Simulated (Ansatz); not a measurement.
Set up this calculation in Ansatz 0.2.0, as the native input.

```
Task                                : band structure
Functional                          : revPBE
Potentials or basis                 : Ansatz PAW
Cutoff                              : 420 eV (not typed: the program's choice for these potentials)
k mesh                              : 7 × 7 × 7
Occupations                         : fermi-dirac, width 0.05 eV
Spin                                : no spin polarisation
Path                                : [["G", "X", "W", "K", "G", "L", "U", "W", "L", "K"], ["U", "X"]]
Points for each segment of the path : 14
```

The system is HgTe.

```
CELL_PARAMETERS angstrom
0.00000 3.18000 3.18000
3.18000 0.00000 3.18000
3.18000 3.18000 0.00000
ATOMIC_POSITIONS crystal
Hg 0.00000 0.00000 0.00000
Te 0.50000 0.50000 0.50000
```

Measurements of this composition are mostly on another form, of space group No. 216.

These files were run (other wordings do the same):

input.yaml

```yaml
crystal:
  lattice:
    - [0.0, 3.18, 3.18]
    - [3.18, 0.0, 3.18]
    - [3.18, 3.18, 0.0]
  atoms:
    - { symbol: Hg, position: [0.0, 0.0, 0.0] }
    - { symbol: Te, position: [0.5, 0.5, 0.5] }
hamiltonian:
  xc: revpbe
  pseudopotentials: { kind: paw }
kpoints:
  mp_grid: { grid: [7, 7, 7] }
  band_path:
    path:
      - [[0.0, 0.0, 0.0], [0.5, 0.0, 0.5], [0.5, 0.25, 0.75], [0.375, 0.375, 0.75], [0.0, 0.0, 0.0], [0.5, 0.5, 0.5], [0.625, 0.25, 0.625], [0.5, 0.25, 0.75], [0.5, 0.5, 0.5], [0.375, 0.375, 0.75]]
      - [[0.625, 0.25, 0.625], [0.5, 0.0, 0.5]]
    npoints: 14
scf:
  occupations: { method: fermi_dirac, width: 0.05 }
  n_extra_bands: 6
output:
  forces: true
  stress: true
  eigenvalues: true
  fatbands: false
```

Potentials or basis: Ansatz PAW.

The run is started by

```bash
$ ansatz run input.yaml --threads 2 --pin off --max-ram 5632MiB --backend cpu --events-out ev --progress --plain --runs-dir out
```

Results of the run:

| Quantity | Value |
| --- | --- |
| Pressure | -2.5 GPa |
| Band gap on the k mesh | none (metal or under the smearing width) |

Caveat: spin-orbit coupling is left out, which moves the levels of the heavy elements; the PAW data sets come from PBE, with cores solved anew for the run's functional, which leaves a small shift of forces and pressure.

Wall time 3.2 s on 2 threads of Arm Neoverse V1, with other jobs on the host, peak memory 0.37 GiB.
